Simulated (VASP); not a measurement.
## TiO2 (Rutile): gap against volume and shear

How do the gap and the pressure of TiO2 (Rutile) answer to a change of volume or shape? All runs use PBE. Left out of this account: 1 further run (self-consistent run: a reference on another mesh). The start is a cell from a database of measured crystal structures.

Method: PBE; plane waves and PAW (Ti_sv, O), in VASP 6.6.1.

### Step 1. The starting structure

The structure is tetragonal, space group P4_2/mnm (No. 136). The conventional cell has a = 4.592 Å, b = 4.592 Å, c = 2.957 Å, α = 90.00°, β = 90.00°, γ = 90.00°. Nearest to Ti lie 6 O at 1.95 to 1.98 Å. Nearest to O lie 3 Ti at 1.95 to 1.98 Å. Farther neighbours and most contacts between anions are not listed.

### Step 2. Bands, cell as listed

The mesh alone shows little of the dispersion and can miss band extrema, so KPOINTS_OPT adds a path through the symmetry points after the self-consistent cycle. PBE, the usual starting point, adds the gradient of the density.

Input file INCAR:

```
SYSTEM = TiO2
PREC = Accurate
ENCUT = 520
EDIFF = 1E-06
NELM = 100
ISMEAR = -1
SIGMA = 0.05
LREAL = .FALSE.
ALGO = Normal
GGA = PE
NBANDS = 40
LASPH = .TRUE.
LORBIT = 11
LWAVE = .FALSE.
LCHARG = .FALSE.
KPAR = 4
```

Input file POSCAR:

```
TiO2
1.0
    4.5922000000      0.0000000000      0.0000000000
    0.0000000000      4.5922000000      0.0000000000
    0.0000000000      0.0000000000      2.9574000000
Ti O
2 4
Direct
    0.0000000000      0.0000000000      0.0000000000
    0.5000000000      0.5000000000      0.5000000000
    0.3049600000      0.3049600000      0.0000000000
    0.1950400000      0.8049600000      0.5000000000
    0.6950400000      0.6950400000      0.0000000000
    0.8049600000      0.1950400000      0.5000000000
```

Input file KPOINTS:

```
Automatic mesh
0
Gamma
5 5 8
0 0 0
```

Input file KPOINTS_OPT:

```
Line mode
16
Line-mode
Reciprocal
  0.00000000   0.00000000   0.00000000 GAMMA
  0.00000000   0.50000000   0.00000000 X

  0.00000000   0.50000000   0.00000000 X
  0.50000000   0.50000000   0.00000000 M

  0.50000000   0.50000000   0.00000000 M
  0.00000000   0.00000000   0.00000000 GAMMA

  0.00000000   0.00000000   0.00000000 GAMMA
  0.00000000   0.00000000   0.50000000 Z

  0.00000000   0.00000000   0.50000000 Z
  0.00000000   0.50000000   0.50000000 R

  0.00000000   0.50000000   0.50000000 R
  0.50000000   0.50000000   0.50000000 A

  0.50000000   0.50000000   0.50000000 A
  0.00000000   0.00000000   0.50000000 Z

  0.00000000   0.50000000   0.00000000 X
  0.00000000   0.50000000   0.50000000 R

  0.50000000   0.50000000   0.00000000 M
  0.50000000   0.50000000   0.50000000 A
```

Potentials, in the order of the species: Ti_sv and O (PBE family, release 64).

Launch:

```sh
mpirun -np 4 vasp_std
```

The log of the run:

```text
[banner, memory and clock lines left out]
running    4 mpi-ranks, on    1 nodes
 distrk:  each k-point on    1 cores,    4 groups
 distr:  one band on    1 cores,    1 groups

 POSCAR found type information on POSCAR TiO
 POSCAR found :  2 types and       6 ions
 LDA part: xc-table for (Slater+PW92), standard interpolation
 POSCAR, INCAR and KPOINTS ok, starting setup
 FFT: planning ... GRIDC
 FFT: planning ... GRID_SOFT
 FFT: planning ... GRID
 WAVECAR not read
 entering main loop
       N       E                     dE             d eps       ncg     rms          rms(c)
DAV:   1     0.625894554118E+03    0.62589E+03   -0.23071E+04  2400   0.142E+03
DAV:   2     0.116260465983E+02   -0.61427E+03   -0.55757E+03  2504   0.443E+02
DAV:   3    -0.667387281249E+02   -0.78365E+02   -0.76799E+02  3152   0.158E+02
DAV:   4    -0.710048168537E+02   -0.42661E+01   -0.42468E+01  3504   0.323E+01
DAV:   5    -0.711203871377E+02   -0.11557E+00   -0.11556E+00  2904   0.422E+00    0.315E+01
DAV:   6    -0.543575445544E+02    0.16763E+02   -0.38935E+01  3176   0.730E+01    0.117E+01
DAV:   7    -0.539142795238E+02    0.44327E+00   -0.72811E+00  2800   0.271E+01    0.957E+00
DAV:   8    -0.538101405186E+02    0.10414E+00   -0.39486E-01  3008   0.420E+00    0.757E+00
DAV:   9    -0.538811085745E+02   -0.70968E-01   -0.73848E-01  3496   0.120E+01    0.443E+00
DAV:  10    -0.536939229098E+02    0.18719E+00   -0.19629E-01  3008   0.441E+00    0.206E+00
DAV:  11    -0.536459176163E+02    0.48005E-01   -0.90840E-02  3472   0.340E+00    0.787E-01
DAV:  12    -0.536431319282E+02    0.27857E-02   -0.12345E-02  2664   0.801E-01    0.529E-01
DAV:  13    -0.536425908755E+02    0.54105E-03   -0.14106E-03  2840   0.327E-01    0.265E-01
DAV:  14    -0.536420973450E+02    0.49353E-03   -0.10765E-03  2800   0.181E-01    0.643E-02
DAV:  15    -0.536420645949E+02    0.32750E-04   -0.75011E-05  3432   0.512E-02    0.471E-02
DAV:  16    -0.536420401499E+02    0.24445E-04   -0.14288E-05  3456   0.531E-02    0.113E-02
DAV:  17    -0.536420384350E+02    0.17149E-05   -0.40388E-06  2880   0.191E-02    0.452E-03
DAV:  18    -0.536420384233E+02    0.11710E-07   -0.10914E-06  1656   0.651E-03
   1 F= -.53642038E+02 E0= -.53642038E+02  d E =-.474785E-09
 Start KPOINTS_OPT (optional k-point list driver)
k-point batch [1-30\144]
       N       E                     dE             ncg
DAV:   1     0.160925473608E+04   -0.18596E+05     2400
DAV:   2    -0.155650585010E+05   -0.17174E+05     2488
DAV:   3    -0.177197561330E+05   -0.21547E+04     3272
DAV:   4    -0.178566607095E+05   -0.13690E+03     3400
DAV:   5    -0.178602218372E+05   -0.35611E+01     2824
DAV:   6    -0.178603028930E+05   -0.81056E-01     3072
DAV:   7    -0.178603048764E+05   -0.19834E-02     2880
DAV:   8    -0.178603049208E+05   -0.44408E-04     2640
DAV:   9    -0.178603049213E+05   -0.51023E-06     1736
[...]
k-point batch [121-144\144]
       N       E                     dE             ncg
DAV:   1     0.720146324406E+04   -0.38814E+05     1920
DAV:   2    -0.635650087345E+04   -0.13558E+05     1976
DAV:   3    -0.805621395940E+04   -0.16997E+04     2536
DAV:   4    -0.817157249477E+04   -0.11536E+03     2784
DAV:   5    -0.817516892516E+04   -0.35964E+01     2248
DAV:   6    -0.817523116112E+04   -0.62236E-01     2544
DAV:   7    -0.817523224686E+04   -0.10857E-02     2304
DAV:   8    -0.817523226337E+04   -0.16516E-04     2032
DAV:   9    -0.817523226370E+04   -0.33039E-06     1352
```

It took 82 s on 4 MPI ranks of AMD EPYC 7R43, shared host; peak memory 0.9 GiB; 5.3 min of CPU time.

The logs omit lines about the potential files and the build; timing stands in the text.

OUTCAR, selected parts (step 2):

```text
ion  position               nearest neighbor table
   1  0.000  0.000  0.000-   4 1.95   6 1.95   4 1.95   6 1.95   5 1.98   3 1.98
   2  0.500  0.500  0.500-   3 1.95   5 1.95   3 1.95   5 1.95   4 1.98   6 1.98
   3  0.305  0.305  0.000-   2 1.95   2 1.95   1 1.98
   4  0.195  0.805  0.500-   1 1.95   1 1.95   2 1.98
   5  0.695  0.695  0.000-   2 1.95   2 1.95   1 1.98
   6  0.805  0.195  0.500-   1 1.95   1 1.95   2 1.98

  LATTYP: Found a simple tetragonal cell.
 ALAT       =     4.5922000000
 C/A-ratio  =     0.6440050520

 Subroutine GETGRP returns: Found 16 space group operations
 (whereof  8 operations were pure point group operations)

The static configuration has the point symmetry D_2h.
 The point group associated with its full space group is D_4h.

 Found     30 irreducible k-points:

   k-points           NKPTS =     30   k-points in BZ     NKDIM =     30   number of bands    NBANDS=     40

   dimension x,y,z NGX =    36 NGY =   36 NGZ =   24
   dimension x,y,z NGXF=    72 NGYF=   72 NGZF=   48

   ENCUT  =  520.0 eV  38.22 Ry    6.18 a.u.   8.54  8.54  5.50*2*pi/ulx,y,z

   NELECT =      48.0000    total number of electrons

 k-points in reciprocal lattice and weights: Automatic mesh
   0.00000000  0.00000000  0.00000000       0.005
   0.20000000  0.00000000  0.00000000       0.020
   0.40000000  0.00000000  0.00000000       0.020
   0.20000000  0.20000000  0.00000000       0.020
   0.40000000  0.20000000  0.00000000       0.040
   0.40000000  0.40000000  0.00000000       0.020
   0.00000000  0.00000000  0.12500000       0.010
   0.20000000  0.00000000  0.12500000       0.040
   0.40000000  0.00000000  0.12500000       0.040
[...]
0.40000000  0.20000000  0.50000000       0.040
   0.40000000  0.40000000  0.50000000       0.020

 average (electrostatic) potential at core
       1 -76.1897       2 -76.1897       3 -69.2863       4 -69.2863       5 -69.2863
       6 -69.2863

 E-fermi :   5.7792

 k-point     1 :       0.0000    0.0000    0.0000
  band No.  band energies     occupation
    ...
     20       2.8772      2.00000
     21       4.1564      2.00000
     22       4.4160      2.00000
     23       4.4160      2.00000
     24       4.8600      2.00000
     25       6.7309      0.00000
     26       7.0398      0.00000
     27       7.2655      0.00000
     28       7.3553      0.00000
     29       7.3553      0.00000
    ...

 k-point     2 :       0.2000    0.0000    0.0000
  band No.  band energies     occupation
    ...
     20       2.9011      2.00000
     21       3.7387      2.00000
     22       3.9112      2.00000
     23       4.1256      2.00000
     24       4.7131      2.00000
     25       6.9397      0.00000
     26       7.2887      0.00000
     27       7.5078      0.00000
     28       7.5409      0.00000
     29       7.5637      0.00000
    ...

 k-point     3 :       0.4000    0.0000    0.0000
  band No.  band energies     occupation
    ...
     20       2.3968      2.00000
     21       3.0567      2.00000
     22       3.4325      2.00000
     23       3.9867      2.00000
     24       4.3138      2.00000
     25       7.2872      0.00000
     26       7.4572      0.00000
     27       7.7985      0.00000
     28       7.8532      0.00000
     29       8.1110      0.00000
    ...

  Total        2.4306549      2.4306549      2.2418305     -0.0000000      0.0000000      0.0000000
  in kB       62.4427808     62.4427808     57.5919382     -0.0000000      0.0000000      0.0000000
  external PRESSURE =      60.8258333 kB  Pullay stress =       0.0000000 kB

  energy-cutoff  :      520.00
  volume of cell :       62.37
      direct lattice vectors                 reciprocal lattice vectors
     4.592200000  0.000000000  0.000000000     0.217760550  0.000000000  0.000000000
     0.000000000  4.592200000  0.000000000     0.000000000  0.217760550  0.000000000
     0.000000000  0.000000000  2.957400000     0.000000000  0.000000000  0.338134848

 POSITION                                       TOTAL-FORCE (eV/Angst)
 -----------------------------------------------------------------------------------
      0.00000      0.00000      0.00000         0.000000     -0.000000     -0.000000
      2.29610      2.29610      1.47870         0.000000     -0.000000     -0.000000
      1.40044      1.40044      0.00000        -0.088912     -0.088912     -0.000000
      0.89566      3.69654      1.47870         0.088912     -0.088912     -0.000000
      3.19176      3.19176      0.00000         0.088912      0.088912      0.000000
      3.69654      0.89566      1.47870        -0.088912      0.088912      0.000000
 -----------------------------------------------------------------------------------
    total drift:                                0.000000      0.000000     -0.000000

  FREE ENERGIE OF THE ION-ELECTRON SYSTEM (eV)
  ---------------------------------------------------
  free  energy   TOTEN  =       -53.6420384233 eV

  energy  without entropy=      -53.6420384228  energy(sigma->0) =      -53.64203842

 total charge
# of ion       s       p       d       tot
------------------------------------------
    1        2.223   6.302   1.719  10.243
    2        2.223   6.302   1.719  10.243
    3        1.573   3.504   0.000   5.077
    4        1.573   3.504   0.000   5.077
    5        1.573   3.504   0.000   5.077
    6        1.573   3.504   0.000   5.077
--------------------------------------------------
tot         10.737  26.618   3.437  40.792

[... 3 further parts left out ...]
```

At this level the cell is under a pressure of 6.1 GPa, so at these settings it is away from equilibrium.

Numbers from this step:

```yaml
scf_cycles: 18
electrons: 48
bands: 40
irreducible_k_points: 30
symmetry_operations: 16
free_energy_toten: -53.6420 eV
fermi_energy: 5.779 eV
pressure: 6.083 GPa
metallic: no
least_gap_on_mesh_and_path: 1.871 eV
least_direct_gap_on_mesh_and_path: 1.871 eV
valence_top_at_k: 0, 0, 0
conduction_bottom_at_k: 0, 0, 0
least_direct_gap_at_k: 0, 0, 0
```

Electronic bands along the path, in eV, zero at the valence-band top; v1 is the highest filled band, c1 the lowest empty one:

```csv
point,v4,v3,v2,v1,c1,c2,c3,c4
Γ,-0.70,-0.44,-0.44,0.00,1.87,2.18,2.41,2.50
0.53 of the way,-1.54,-1.10,-0.84,-0.26,2.20,2.52,2.75,2.82
X,-1.64,-1.64,-0.75,-0.75,2.55,2.55,3.02,3.02
0.47 of the way,-1.49,-1.49,-1.06,-1.06,2.31,2.31,2.79,2.79
M,-1.31,-1.31,-1.05,-1.05,1.91,1.91,2.52,2.52
0.53 of the way,-1.67,-1.11,-1.05,-0.35,1.95,2.50,2.60,3.01
Γ,-0.70,-0.44,-0.44,0.00,1.87,2.18,2.41,2.50
0.53 of the way,-1.73,-1.59,-1.59,-0.55,2.24,2.58,2.90,3.20
Z,-2.36,-2.36,-1.42,-1.42,2.96,2.96,3.16,3.16
0.47 of the way,-1.83,-1.83,-1.61,-1.61,2.50,2.50,3.18,3.18
R,-2.04,-2.04,-1.03,-1.03,1.91,1.91,3.19,3.19
0.47 of the way,-1.56,-1.56,-0.90,-0.90,2.14,2.14,3.20,3.20
A,-1.28,-1.28,-0.67,-0.67,2.59,2.59,3.21,3.21
0.53 of the way,-1.90,-1.65,-1.39,-1.28,2.14,2.79,3.18,3.18
Z,-2.36,-2.36,-1.42,-1.42,2.96,2.96,3.16,3.16
jump to X,-1.64,-1.64,-0.75,-0.75,2.55,2.55,3.02,3.02
0.47 of the way,-2.02,-2.02,-0.81,-0.81,2.60,2.60,3.17,3.17
R,-2.04,-2.04,-1.03,-1.03,1.91,1.91,3.19,3.19
jump to M,-1.31,-1.31,-1.05,-1.05,1.91,1.91,2.52,2.52
0.53 of the way,-1.74,-1.74,-1.28,-1.28,2.74,2.74,2.92,2.92
A,-1.28,-1.28,-0.67,-0.67,2.59,2.59,3.21,3.21
```

Of the projections kept (Ti, O), the largest for each band there; the rest of the weight can lie on other orbitals:

```csv
point,v4,v3,v2,v1,c1,c2,c3,c4
Γ,O 0.96,O 0.99,O 0.99,O 0.95,Ti 0.98,Ti 0.90,Ti 0.96,Ti 1.00
X,O 0.83,O 0.83,O 0.96,O 0.96,Ti 0.88,Ti 0.88,Ti 0.91,Ti 0.91
M,O 0.93,O 0.93,O 0.94,O 0.94,Ti 0.96,Ti 0.96,Ti 1.00,Ti 1.00
Γ,O 0.96,O 0.99,O 0.99,O 0.95,Ti 0.98,Ti 0.90,Ti 0.96,Ti 1.00
Z,O 0.83,O 0.83,O 0.88,O 0.88,Ti 0.85,Ti 0.85,Ti 0.96,Ti 0.96
R,O 0.74,O 0.74,O 0.99,O 0.99,Ti 0.99,Ti 0.99,Ti 0.97,Ti 0.97
```

Force by atom:

```csv
atom,x (eV/Å),y (eV/Å),z (eV/Å),size
Ti1,0.000,0.000,0.000,0.000
Ti2,0.000,0.000,0.000,0.000
O3,-0.089,-0.089,0.000,0.126
O4,0.089,-0.089,0.000,0.126
O5,0.089,0.089,0.000,0.126
O6,-0.089,0.089,0.000,0.126
```

The gap is 1.87 eV, direct at Γ.

[end of part 1 of 5]

[Lines on the potential files, build, host, timing and source positions are cut from VASP's logs without a mark.]

[Logs are printed without paths, hosts, clocks, repeated set-up lines and the standing remarks that a program may print on its own settings, such as how far it seeks lower states.]

[Hosts, paths, dates, database ids (printed as entryN), source tags and the programs' standing remarks are cut or masked in the printed files.]

[A measured line is paired with the nearest computed mode of its activity, which favours agreement.]
